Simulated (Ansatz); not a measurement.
The system is AlNi3.

```
Ni Al
1.0
     3.52305    0.00000    0.00000
     0.00000    3.52305    0.00000
     0.00000    0.00000    3.52305
Ni Al
3 1
Direct
  0.50000 0.50000 0.00000
  0.50000 0.00000 0.50000
  0.00000 0.50000 0.50000
  0.00000 0.00000 0.00000
```

The cell is a database's computed one.

Alike in all runs: program Ansatz 0.2.0; functional PBEsol; potentials or basis Ansatz PAW; cutoff 420 eV (not typed: the program's choice for these potentials); k mesh 6 × 6 × 6; occupations fermi-dirac, width 0.05 eV.

The same cell was started in several ways:

| start | free energy over the lowest (meV/atom) | net moment (μB) | site or absolute moments (μB) | gap |
| --- | --- | --- | --- | --- |
| collinear spin, ferromagnetic start of up to 1 μB; fixed moment 3 | 275.4 | 3.00 | Ni +0.91; Al +0.08 | - |
| collinear spin, ferromagnetic start of up to 0.5 μB; fixed moment 1.5 | 46.7 | 1.50 | Ni +0.49; Al +0.01 | - |
| collinear spin, ferromagnetic start of up to 1.5 μB; fixed moment 4.5 | 766.5 | 4.50 | Ni +1.26; Al +0.20 | - |
| collinear spin, ferromagnetic start of up to 0.27 μB; fixed moment 0.8 | 0.0 | 0.80 | Ni +0.29; Al -0.02 | - |
| collinear spin, ferromagnetic start of up to 1.27 μB; fixed moment 3.8 | 497.9 | 3.80 | Ni +1.11; Al +0.14 | - |
| collinear spin, program default start; fixed moment 0 | 1.6 | 0.00 | - | - |
| collinear spin, ferromagnetic start of up to 0.73 μB; fixed moment 2.2 | 127.6 | 2.20 | Ni +0.69; Al +0.04 | - |
| collinear spin, ferromagnetic start of up to 2 μB; fixed moment 6 | 1602.5 | 6.00 | Ni +1.61; Al +0.33 | - |

All polarised runs hold their moment fixed, so the table maps the energy against it. A still lower state may exist.

Caveats: the total moment is fixed, so each spin has its own Fermi level.
